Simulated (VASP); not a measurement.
Set up this calculation in VASP 6.6.1, as the native input.

- Task: band structure
- Functional: PBE0
- Potentials or basis: VASP PAW PBE potentials, release 64 (Ga_d, Sb)
- Cutoff: 450 eV
- k mesh: 6 × 6 × 6
- Occupations: gaussian, width 0.02 eV
- Spin: no spin polarisation
- Grid for exact exchange (PRECFOCK): Fast
- Exchange at q = 0: truncated
- Further INCAR settings: ALGO = Normal; EDIFF = 1e-06

Crystal: GaSb.

```
Ga Sb
1.0
     0.00000    3.06679    3.06679
     3.06679    0.00000    3.06679
     3.06679    3.06679    0.00000
Ga Sb
1 1
Cartesian
  0.0000 0.0000 0.0000
  1.5334 1.5334 1.5334
```

The cell is a database's computed one.

The input as run:

POSCAR

```
GaSb                                    
1.0
    0.0000000000      3.0667867320      3.0667867320
    3.0667867320      0.0000000000      3.0667867320
    3.0667867320      3.0667867320      0.0000000000
  Ga              Sb            
     1     1
Direct
     0.0000000000000000    0.0000000000000000    0.0000000000000000
     0.2500000000000000    0.2500000000000000    0.2500000000000000
```

INCAR.step1

```
SYSTEM = GaSb
PREC = Accurate ; ENCUT = 450
EDIFF = 1E-5 ; ISMEAR = 0
SIGMA = 0.02 ; LREAL = .False.
LASPH = .True. ; NELM = 120
ALGO = Normal ; ISIF = 2
LWAVE = .True. ; LCHARG = .False.
KPAR = 2 ; GGA = PE
```

INCAR.step2

```
SYSTEM = GaSb
PREC = Accurate ; ENCUT = 450
EDIFF = 1E-6 ; ISMEAR = 0
SIGMA = 0.02 ; LREAL = .False.
LASPH = .True. ; NELM = 120
ALGO = Normal ; ISIF = 2
LWAVE = .False. ; LCHARG = .False.
GGA = PE ; LHFCALC = .True.
AEXX = 0.25 ; PRECFOCK = Fast
HFRCUT = -1 ; KPAR = 2
ISTART = 1
```

KPOINTS

```
regular mesh
0
Gamma
  6 6 6
  0 0 0
```

KPOINTS_OPT

```
path GXWKGLUWLK,UX
10
line-mode
reciprocal
 0.0000000000  0.0000000000  0.0000000000  G
 0.5000000000  0.0000000000  0.5000000000  X

 0.5000000000  0.0000000000  0.5000000000  X
 0.5000000000  0.2500000000  0.7500000000  W

 0.5000000000  0.2500000000  0.7500000000  W
 0.3750000000  0.3750000000  0.7500000000  K

 0.3750000000  0.3750000000  0.7500000000  K
 0.0000000000  0.0000000000  0.0000000000  G

 0.0000000000  0.0000000000  0.0000000000  G
 0.5000000000  0.5000000000  0.5000000000  L

 0.5000000000  0.5000000000  0.5000000000  L
 0.6250000000  0.2500000000  0.6250000000  U

 0.6250000000  0.2500000000  0.6250000000  U
 0.5000000000  0.2500000000  0.7500000000  W

 0.5000000000  0.2500000000  0.7500000000  W
 0.5000000000  0.5000000000  0.5000000000  L

 0.5000000000  0.5000000000  0.5000000000  L
 0.3750000000  0.3750000000  0.7500000000  K

 0.6250000000  0.2500000000  0.6250000000  U
 0.5000000000  0.0000000000  0.5000000000  X
```

Potentials or basis: VASP PAW PBE potentials, release 64 (Ga_d, Sb).

The run is started by

```console
$ cat potpaw_PBE.64/Ga_d/POTCAR potpaw_PBE.64/Sb/POTCAR > POTCAR
$ cp INCAR.step1 INCAR
$ mpirun -np 2 vasp_std > vasp.out
$ cp INCAR.step2 INCAR
$ mpirun -np 2 vasp_std > vasp.out
```

It gave:

The pressure is -0.6 GPa, the band gap on the k mesh is 1.36 eV, direct and the band gap along the path is 1.36 eV, direct.

Caveat: the PAW data sets were made with another functional, which shifts forces and pressure a little; spin-orbit coupling is left out, which moves the levels of the heavy elements.

It took 59 min on 2 MPI ranks on Intel(R) Xeon(R) Platinum 8488C (Sapphire Rapids), with other jobs on the host, peak memory 0.26 GiB a rank.
